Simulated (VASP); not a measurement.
# Si3Ge (I-42d) in VASP: single point with r2SCAN

Aim: the single point of Si3Ge with r2SCAN.

Everything below comes from runs of VASP 6.6.1. Logs are shortened: lines on timing, memory, paths and dates and some standing lists are left out, and cuts for length are marked.

## 1. The crystal as given

The structure is tetragonal, space group I-42d (No. 122). Conventional cell: a = 5.532 Å, b = 5.532 Å, c = 11.062 Å, α = 90.00°, β = 90.00°, γ = 90.00°. Si (site symmetry -4) has 4 Si at 2.37 Å as nearest neighbours. Si (site symmetry 2) has 2 Si at 2.37 Å and 2 Ge at 2.42 Å as nearest neighbours. Around Ge (site symmetry -4) lie 4 Si at 2.42 Å.

The cell was built by a generator and needn't be a form met in nature.

## 2. Single point, r2SCAN

INCAR

```
PREC = Accurate
ENCUT = 520
EDIFF = 1E-6
ISMEAR = 0
SIGMA = 0.1
LREAL = False
LASPH = True
NELM = 150
ALGO = Normal
ISIF = 2
LWAVE = False
LCHARG = False
METAGGA = R2SCAN
LMIXTAU = True
KPAR = 4
```

KPOINTS

```
Automatic mesh
0
Gamma
  8 8 8
```

POSCAR

```
Si3Ge
1.0
   -2.7657700000      2.7657700000      5.5308800000
    2.7657700000     -2.7657700000      5.5308800000
    2.7657700000      2.7657700000     -5.5308800000
Si Ge
6 2
Direct
    0.5000000000      0.5000000000      0.0000000000
    0.6168780000      0.6250000000      0.4918780000
    0.1331220000      0.1250000000      0.5081220000
    0.2500000000      0.7500000000      0.5000000000
    0.8750000000      0.3831220000      0.0081220000
    0.3750000000      0.8668780000      0.9918780000
    0.0000000000      0.0000000000      0.0000000000
    0.7500000000      0.2500000000      0.5000000000
```

Potentials or basis: VASP PAW PBE potentials, release 64 (Si, Ge_d).

Launch:

```console
$ cat potpaw_PBE.64/Si/POTCAR potpaw_PBE.64/Ge_d/POTCAR > POTCAR
$ mpirun -np 4 vasp_std > vasp.out
```

OUTCAR:

```text
PREC = Accurate
   ENCUT = 520
   EDIFF = 1E-6
   ISMEAR = 0
   LREAL = False
   LASPH = True
   NELM = 150
   ISIF = 2
   METAGGA = R2SCAN

 ion  position               nearest neighbor table
   1  0.500  0.500  0.000-   2 2.37   3 2.37   5 2.37   6 2.37
   2  0.617  0.625  0.492-   1 2.37   4 2.37   7 2.42   8 2.42
   3  0.133  0.125  0.508-   1 2.37   4 2.37   8 2.42   7 2.42
   4  0.250  0.750  0.500-   2 2.37   3 2.37   5 2.37   6 2.37
   5  0.875  0.383  0.008-   1 2.37   4 2.37   7 2.42   8 2.42
   6  0.375  0.867  0.992-   1 2.37   4 2.37   8 2.42   7 2.42
   7  0.000  0.000  0.000-   2 2.42   5 2.42   6 2.42   3 2.42
   8  0.750  0.250  0.500-   6 2.42   2 2.42   3 2.42   5 2.42

  LATTYP: Found a body centered tetragonal cell.
 ALAT       =     5.5315400000
 C/A-ratio  =     1.9997613684

  Lattice vectors:

 A1 = (  -2.7657700000,   2.7657700000,   5.5308800000)
 A2 = (   2.7657700000,  -2.7657700000,   5.5308800000)
 A3 = (   2.7657700000,   2.7657700000,  -5.5308800000)

Analysis of symmetry for initial positions (statically):
=====================================================================
 Subroutine PRICEL returns:
 Original cell was already a primitive cell.

 Routine SETGRP: Setting up the symmetry group for a
 body centered tetragonal supercell.

 Subroutine GETGRP returns: Found  8 space group operations
 (whereof  4 operations were pure point group operations)
 out of a pool of 16 trial point group operations.

The static configuration has the point symmetry S_4 .
 The point group associated with its full space group is D_2d.

Analysis of symmetry for dynamics (positions and initial velocities):
=====================================================================
 Subroutine PRICEL returns:
 Original cell was already a primitive cell.

 Routine SETGRP: Setting up the symmetry group for a
 body centered tetragonal supercell.

 Subroutine GETGRP returns: Found  8 space group operations
 (whereof  4 operations were pure point group operations)
 out of a pool of 16 trial point group operations.

The dynamic configuration has the point symmetry S_4 .
 The point group associated with its full space group is D_2d.

 Subroutine INISYM returns: Found  8 space group operations
 (whereof  4 operations are pure point group operations),
 and found     1 'primitive' translations

[... 112 lines left out ...]
   ISIF   =      2    stress and relaxation
   ISYM   =      2    0-nonsym 1-usesym 2-fastsym
   POTIM  = 0.5000    time-step for ionic-motion
   TEBEG  =    0.0;   TEEND  =   0.0 temperature during run
   PSTRESS=    0.0 pullay stress
   NELECT =      52.0000    total number of electrons
   NUPDOWN=      -1.0000    fix difference up-down
   EMIN   =  10.00;   EMAX   =-10.00  energy-range for DOS
   EFERMI =   0.00;   METHOD = LEGACY
   ISMEAR =     0;   SIGMA  =   0.10  broadening in eV -4-tet -1-fermi 0-gaus
   EFERMI_NEDOS =   21; number of points for ismear=-14 and -15
   IALGO  =     38    algorithm
   IMIX   =      4    mixing-type and parameters
     AMIX     =   0.40;   BMIX     =  1.00
     AMIX_MAG =   1.60;   BMIX_MAG =  1.00
  volume/ion in A,a.u.               =      21.15       142.76
  Fermi-wavevector in a.u.,A,eV,Ry     =   1.104707  2.087594 16.604249  1.220378
  Thomas-Fermi vector in A             =   2.241184
   LORBIT       =      0    0 simple, 1 ext, 2 COOP (PROOUT), +10 PAW based schemes
   METAGGA = R2SCAN    functional components
   LHFCALC =     F    Hartree Fock is set to
   AEXX    =    0.0000 exact exchange contribution
   IVDW    =     0    specifies the selected vdW correction
   LEPSILON=     F    determine dielectric tensor
   LRPA    =     F    only Hartree local field effects (RPA)
 non-spin polarized calculation
 Gauss-broadening in eV      SIGMA  =   0.10
  energy-cutoff  :      520.00
  volume of cell :      169.23
 maximum number of plane-waves:      4586
   NGX = 25   NGY = 25   NGZ = 25

 number of electron      52.0000006 magnetization

 Free energy of the ion-electron system (eV)
  ---------------------------------------------------
  ext. energy  EPLUGINS =         0.00000000
  ---------------------------------------------------
  free energy    TOTEN  =       -80.31405296 eV

  energy without entropy =      -80.31405296  energy(sigma->0) =      -80.31405296

 E-fermi :   5.6370     XC(G=0): -10.0248

 val. band max:        5.2451279257   @ k =   0.0000   0.0000   0.0000
 cond. band min:       6.0409808347   @ k =  -0.1250  -0.1250   0.1250
 fundamental gap:      0.7958529091
 Fermi energy:         5.6370135369

 k-point     1 :       0.0000    0.0000    0.0000
  band No.  band energies     occupation
      1     -19.6268      2.00000
      2     -19.6268      2.00000
      3     -19.6254      2.00000
      4     -19.6216      2.00000
      5     -19.6192      2.00000
      6     -19.6192      2.00000
[... 805 lines left out ...]
     30       8.4348      0.00000
     31       8.6712      0.00000

 [... further k-points ...]

------------------------ aborting loop because EDIFF is reached ----------------------------------------

  FORCE on cell =-STRESS in cart. coord.  units (eV):
  Direction    XX          YY          ZZ          XY          YZ          ZX
  --------------------------------------------------------------------------------------
  -------------------------------------------------------------------------------------
  Total       -2.0407358     -2.0407358     -2.0232199      0.0000000      0.0000000      0.0000000
  in kB      -19.3201732    -19.3201732    -19.1543459      0.0000000      0.0000000      0.0000000
  external PRESSURE =     -19.2648974 kB  Pullay stress =       0.0000000 kB

 VOLUME and BASIS-vectors are now :
 -----------------------------------------------------------------------------
  energy-cutoff  :      520.00
  volume of cell :      169.23
      direct lattice vectors                 reciprocal lattice vectors
    -2.765770000  2.765770000  5.530880000     0.000000000  0.180781482  0.090401527
     2.765770000 -2.765770000  5.530880000     0.180781482  0.000000000  0.090401527
     2.765770000  2.765770000 -5.530880000     0.180781482  0.180781482  0.000000000

 POSITION                                       TOTAL-FORCE (eV/Angst)
 -----------------------------------------------------------------------------------
      0.00000      0.00000      5.53088         0.000000      0.000000     -0.000000
      1.38288      1.33796      4.14816         0.000000      0.064543      0.000000
      1.38288      1.42781     -1.38272        -0.000000     -0.064543     -0.000000
      2.76577      0.00000      2.76544         0.000000     -0.000000     -0.000000
     -1.33796      1.38288      6.91360        -0.064543     -0.000000     -0.000000
      4.10373      1.38288      1.38272         0.064543      0.000000      0.000000
      0.00000      0.00000      0.00000        -0.000000      0.000000      0.000000
      0.00000      2.76577      2.76544         0.000000      0.000000     -0.000000
 -----------------------------------------------------------------------------------
    total drift:                                0.000284      0.000284      0.000182

  FREE ENERGIE OF THE ION-ELECTRON SYSTEM (eV)
  ---------------------------------------------------
  free  energy   TOTEN  =       -80.3140529554 eV

  energy  without entropy=      -80.3140529553  energy(sigma->0) =      -80.31405296
```

stdout:

```text
POSCAR found type information on POSCAR SiGe
 POSCAR found :  2 types and       8 ions
 scaLAPACK will be used
 -----------------------------------------------------------------------------
|                                                                             |
|                                                                             |
|     You enforced a specific xc type in the INCAR file but a different       |
|     I HOPE YOU KNOW WHAT YOU ARE DOING!                                     |
|                                                                             |
 -----------------------------------------------------------------------------

 LDA part: xc-table for (None), standard interpolation
 POSCAR, INCAR and KPOINTS ok, starting setup
 FFT: planning ... GRIDC
 FFT: planning ... GRID_SOFT
 FFT: planning ... GRID
 WAVECAR not read
 entering main loop
```

It took 12 min on 4 MPI ranks of Intel Xeon Platinum 8375C at 2.90GHz (Ice Lake), shared host; peak memory 0.54 GiB.

What came out:

* Free energy: -80.3141 eV
* Pressure: -1.9 GPa
* Largest force: 0.065 eV/Å
* Band gap on the k mesh: 0.80 eV, indirect (least direct gap 0.88 eV)

Forces in eV/Å, atoms in the order of the input:
```
Si   0.000  0.000  0.000
Si   0.000  0.065  0.000
Si   0.000 -0.065  0.000
Si   0.000  0.000  0.000
Si  -0.065  0.000  0.000
Si   0.065  0.000  0.000
Ge   0.000  0.000  0.000
Ge   0.000  0.000  0.000
```

Caveat: the PAW data sets were made with another functional, which shifts forces and pressure a little. A k mesh can miss the band edges.
